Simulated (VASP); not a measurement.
# TlCl (Pm-3m) in VASP: a series of runs

Runs on TlCl. Level: PBE. Tasks: single point.

Everything below comes from runs of VASP 6.6.1. Logs are shortened: lines on timing, memory, paths and dates and some standing lists are left out, and cuts for length are marked.

### 1 The crystal as given

Symmetry: Pm-3m, No. 221, cubic system. The conventional cell has a = 3.895 Å, b = 3.895 Å, c = 3.895 Å, α = 90.00°, β = 90.00°, γ = 90.00°. Tl (site symmetry m-3m) has 8 Cl at 3.37 Å as nearest neighbours. Cl (site symmetry m-3m) is surrounded by 8 Tl at 3.37 Å.

### 2 Single point, PBE

Input file INCAR:

```
SYSTEM = TlCl
PREC     = Accurate       ! precision mode
ENCUT    = 520            ! plane-wave cutoff, eV
EDIFF    = 1E-6           ! SCF threshold, eV
ISMEAR   = 1              ! smearing method
SIGMA    = 0.0164         ! smearing width, eV
LREAL    = .FALSE.        ! projectors in reciprocal space
LASPH    = .TRUE.         ! aspherical terms in the spheres
NELM     = 60             ! most SCF steps
ALGO     = Normal         ! electronic algorithm
ISIF     = 2              ! what is computed and relaxed
LWAVE    = .FALSE.        ! write WAVECAR
LCHARG   = .FALSE.        ! write CHGCAR
GGA      = PE             ! functional
NBANDS   = 17             ! bands
```

Input file KPOINTS:

```
regular mesh
0
G
  5 5 5
  0 0 0
```

Input file POSCAR:

```
TlCl
1.0
    3.8947420000      0.0000000000      0.0000000000
    0.0000000000      3.8947420000      0.0000000000
    0.0000000000      0.0000000000      3.8947420000
Tl Cl
1 1
Direct
    0.0000000000      0.0000000000      0.0000000000
    0.5000000000      0.5000000000      0.5000000000
```

Potentials or basis: VASP PAW PBE potentials, release 64 (Tl_d, Cl).

On the command line:

```bash
> cat potpaw_PBE.64/Tl_d/POTCAR potpaw_PBE.64/Cl/POTCAR > POTCAR
> mpirun -np 1 vasp_std > vasp.out
```

OUTCAR:

```text
SYSTEM = TlCl
   PREC = Accurate
   ENCUT = 520
   EDIFF = 1E-6
   ISMEAR = 1
   LREAL = .FALSE.
   LASPH = .TRUE.
   NELM = 60
   ISIF = 2
   GGA = PE

 ion  position               nearest neighbor table
   1  0.000  0.000  0.000-   2 3.37   2 3.37   2 3.37   2 3.37   2 3.37   2 3.37   2 3.37   2 3.37

   2  0.500  0.500  0.500-   1 3.37   1 3.37   1 3.37   1 3.37   1 3.37   1 3.37   1 3.37   1 3.37

  LATTYP: Found a simple cubic cell.
 ALAT       =     3.8947420000

  Lattice vectors:

 A1 = (   3.8947420000,   0.0000000000,   0.0000000000)
 A2 = (   0.0000000000,   3.8947420000,   0.0000000000)
 A3 = (   0.0000000000,   0.0000000000,   3.8947420000)

Analysis of symmetry for initial positions (statically):
=====================================================================
 Subroutine PRICEL returns:
 Original cell was already a primitive cell.

 Routine SETGRP: Setting up the symmetry group for a
 simple cubic supercell.

 Subroutine GETGRP returns: Found 48 space group operations
 (whereof 48 operations were pure point group operations)
 out of a pool of 48 trial point group operations.

The static configuration has the point symmetry O_h .

Analysis of symmetry for dynamics (positions and initial velocities):
=====================================================================
 Subroutine PRICEL returns:
 Original cell was already a primitive cell.

 Routine SETGRP: Setting up the symmetry group for a
 simple cubic supercell.

 Subroutine GETGRP returns: Found 48 space group operations
 (whereof 48 operations were pure point group operations)
 out of a pool of 48 trial point group operations.

The dynamic configuration has the point symmetry O_h .

 Subroutine INISYM returns: Found 48 space group operations
 (whereof 48 operations are pure point group operations),
 and found     1 'primitive' translations

----------------------------------------------------------------------------------------

                                     Primitive cell

  volume of cell :      59.0794

  direct lattice vectors                    reciprocal lattice vectors
     3.894742000  0.000000000  0.000000000     0.256756417  0.000000000  0.000000000
     0.000000000  3.894742000  0.000000000     0.000000000  0.256756417  0.000000000
     0.000000000  0.000000000  3.894742000     0.000000000  0.000000000  0.256756417

  length of vectors
     3.894742000  3.894742000  3.894742000     0.256756417  0.256756417  0.256756417

  position of ions in fractional coordinates (direct lattice)
[... 65 lines left out ...]
   LREAL  =      F    real-space projection
   EDIFFG = 0.1E-04   stopping-criterion for IOM
   NSW    =      0    number of steps for IOM
   IBRION =     -1    ionic relax: 0-MD 1-quasi-New 2-CG
   NFREE  =      0    steps in history (QN), initial steepest desc. (CG)
   ISIF   =      2    stress and relaxation
   ISYM   =      2    0-nonsym 1-usesym 2-fastsym
   POTIM  = 0.5000    time-step for ionic-motion
   TEBEG  =    0.0;   TEEND  =   0.0 temperature during run
   PSTRESS=    0.0 pullay stress
   NELECT =      20.0000    total number of electrons
   NUPDOWN=      -1.0000    fix difference up-down
   EMIN   =  10.00;   EMAX   =-10.00  energy-range for DOS
   EFERMI =   0.00;   METHOD = LEGACY
   ISMEAR =     1;   SIGMA  =   0.02  broadening in eV -4-tet -1-fermi 0-gaus
   EFERMI_NEDOS =   21; number of points for ismear=-14 and -15
   IALGO  =     38    algorithm
   IMIX   =      4    mixing-type and parameters
     AMIX     =   0.40;   BMIX     =  1.00
     AMIX_MAG =   1.60;   BMIX_MAG =  1.00
  volume/ion in A,a.u.               =      29.54       199.34
  Fermi-wavevector in a.u.,A,eV,Ry     =   1.140966  2.156114 17.712119  1.301804
  Thomas-Fermi vector in A             =   2.277667
   LORBIT       =      0    0 simple, 1 ext, 2 COOP (PROOUT), +10 PAW based schemes
   GGA     = PE    functional components
   LHFCALC =     F    Hartree Fock is set to
   AEXX    =    0.0000 exact exchange contribution
   IVDW    =     0    specifies the selected vdW correction
   LEPSILON=     F    determine dielectric tensor
   LRPA    =     F    only Hartree local field effects (RPA)
 non-spin polarized calculation
 Methfessel and Paxton  Order N= 1 SIGMA  =   0.02
  energy-cutoff  :      520.00
  volume of cell :       59.08
 maximum number of plane-waves:      1599
 NGX is ok and might be reduce to    30
   NGX = 15   NGY = 15   NGZ = 15

 number of electron      19.9999993 magnetization

 Free energy of the ion-electron system (eV)
  ---------------------------------------------------
  ext. energy  EPLUGINS =         0.00000000
  ---------------------------------------------------
  free energy    TOTEN  =        -6.01583856 eV

  energy without entropy =       -6.01583856  energy(sigma->0) =       -6.01583856

 E-fermi :   2.0338     XC(G=0):  -8.9099

 val. band max:        1.9405881642   @ k =   0.4000   0.0000   0.0000
 cond. band min:       4.8799666391   @ k =   0.4000   0.0000   0.0000
 fundamental gap:      2.9393784749
 Fermi energy:         2.0337541577

 k-point     1 :       0.0000    0.0000    0.0000
  band No.  band energies     occupation
      1     -11.2947      2.00000
      2      -7.6465      2.00000
      3      -7.6465      2.00000
      4      -7.4323      2.00000
      5      -7.4323      2.00000
      6      -7.4323      2.00000
[... 177 lines left out ...]
      4      -7.5317      2.00000
      5      -7.4012      2.00000
      6      -7.4012      2.00000
[... 9 lines left out ...]
     16      14.2561      0.00000
     17      18.8431      0.00000

------------------------ aborting loop because EDIFF is reached ----------------------------------------

  FORCE on cell =-STRESS in cart. coord.  units (eV):
  Direction    XX          YY          ZZ          XY          YZ          ZX
  --------------------------------------------------------------------------------------
  -------------------------------------------------------------------------------------
  Total        0.0005153      0.0005153      0.0005153     -0.0000000      0.0000000      0.0000000
  in kB        0.0139753      0.0139753      0.0139753     -0.0000000      0.0000000      0.0000000
  external PRESSURE =       0.0139753 kB  Pullay stress =       0.0000000 kB

 VOLUME and BASIS-vectors are now :
 -----------------------------------------------------------------------------
  energy-cutoff  :      520.00
  volume of cell :       59.08
      direct lattice vectors                 reciprocal lattice vectors
     3.894742000  0.000000000  0.000000000     0.256756417  0.000000000  0.000000000
     0.000000000  3.894742000  0.000000000     0.000000000  0.256756417  0.000000000
     0.000000000  0.000000000  3.894742000     0.000000000  0.000000000  0.256756417

 POSITION                                       TOTAL-FORCE (eV/Angst)
 -----------------------------------------------------------------------------------
      0.00000      0.00000      0.00000         0.000000      0.000000      0.000000
      1.94737      1.94737      1.94737         0.000000      0.000000      0.000000
 -----------------------------------------------------------------------------------
    total drift:                                0.000000      0.000000     -0.000000

  FREE ENERGIE OF THE ION-ELECTRON SYSTEM (eV)
  ---------------------------------------------------
  free  energy   TOTEN  =        -6.0158385648 eV

  energy  without entropy=       -6.0158385648  energy(sigma->0) =       -6.01583856
```

Run time: 5.2 s. Hardware: 1 thread of Intel Xeon 6975P-C (Granite Rapids), shared host; peak memory 0.16 GiB.

Results:

```
Free energy            : -6.0158 eV
Pressure               : 0.0 GPa
Band gap on the k mesh : 2.94 eV, direct
```

Caveat: spin-orbit coupling is left out, which as a rule narrows the gap of such compounds by several tenths of an eV; an odd mesh through Γ misses points on the zone boundary, where band edges often lie.

### 3 Single point, PBE

Input file INCAR:

```
PREC = Accurate
ENCUT = 520
EDIFF = 1E-6
ISMEAR = 1
SIGMA = 0.0164
LREAL = F
LASPH = T
NELM = 60
ALGO = Fast
ISIF = 2
LWAVE = F
LCHARG = F
GGA = PE
NBANDS = 17
```

Input file KPOINTS:

```
Automatic mesh
0
Gamma
  5 5 5
```

POSCAR is that of step 2.

Potentials or basis: VASP PAW PBE potentials, release 64 (Tl_d, Cl).

On the command line:

```bash
> cat potpaw_PBE.64/Tl_d/POTCAR potpaw_PBE.64/Cl/POTCAR > POTCAR
> mpirun -np 1 vasp_std > vasp.out
```

OUTCAR:

```text
PREC = Accurate
   ENCUT = 520
   EDIFF = 1E-6
   ISMEAR = 1
   LREAL = F
   LASPH = T
   NELM = 60
   ISIF = 2
   GGA = PE

 ion  position               nearest neighbor table
   1  0.000  0.000  0.000-   2 3.37   2 3.37   2 3.37   2 3.37   2 3.37   2 3.37   2 3.37   2 3.37

   2  0.500  0.500  0.500-   1 3.37   1 3.37   1 3.37   1 3.37   1 3.37   1 3.37   1 3.37   1 3.37

  LATTYP: Found a simple cubic cell.
 ALAT       =     3.8947420000

  Lattice vectors:
[... 372 lines left out ...]
     17      19.0296      0.00000

------------------------ aborting loop because EDIFF is reached ----------------------------------------

  FORCE on cell =-STRESS in cart. coord.  units (eV):
  Direction    XX          YY          ZZ          XY          YZ          ZX
  --------------------------------------------------------------------------------------
  -------------------------------------------------------------------------------------
  Total        0.0031366      0.0031366      0.0031366     -0.0000000     -0.0000000     -0.0000000
  in kB        0.0850628      0.0850628      0.0850628     -0.0000000     -0.0000000     -0.0000000
  external PRESSURE =       0.0850628 kB  Pullay stress =       0.0000000 kB

 VOLUME and BASIS-vectors are now :
 -----------------------------------------------------------------------------
  energy-cutoff  :      520.00
  volume of cell :       59.08
      direct lattice vectors                 reciprocal lattice vectors
     3.894742000  0.000000000  0.000000000     0.256756417  0.000000000  0.000000000
     0.000000000  3.894742000  0.000000000     0.000000000  0.256756417  0.000000000
     0.000000000  0.000000000  3.894742000     0.000000000  0.000000000  0.256756417

 POSITION                                       TOTAL-FORCE (eV/Angst)
 -----------------------------------------------------------------------------------
      0.00000      0.00000      0.00000         0.000000      0.000000      0.000000
      1.94737      1.94737      1.94737         0.000000      0.000000      0.000000
 -----------------------------------------------------------------------------------
    total drift:                                0.000000      0.000000     -0.000000

  FREE ENERGIE OF THE ION-ELECTRON SYSTEM (eV)
  ---------------------------------------------------
  free  energy   TOTEN  =        -6.0157927552 eV

  energy  without entropy=       -6.0158383963  energy(sigma->0) =       -6.01580797
```

Run time: 5.8 s. Hardware: 1 thread of Intel Xeon 6975P-C (Granite Rapids), shared host; peak memory 0.16 GiB.

What came out:

| Item | Value |
| --- | --- |
| Free energy | -6.0158 eV |
| Pressure | 0.0 GPa |
| Band gap on the k mesh | 2.94 eV, direct |

Levels at points of the mesh, in eV from the valence-band top:
| k point | band 6 | band 7 | band 8 | band 9 | band 10 | band 11 | band 12 | band 13 | band 14 | band 15 |
| --- | --- | --- | --- | --- | --- | --- | --- | --- | --- | --- |
| (0.00, 0.00, 0.00) | -9.37 | -4.19 | -1.05 | -1.05 | -1.05 | 7.91 | 7.91 | 7.91 | 8.22 | 8.22 |

Caveat: spin-orbit coupling is left out, which as a rule narrows the gap of such compounds by several tenths of an eV; an odd mesh through Γ misses points on the zone boundary, where band edges often lie.

(Continued in part 2 of 2.)
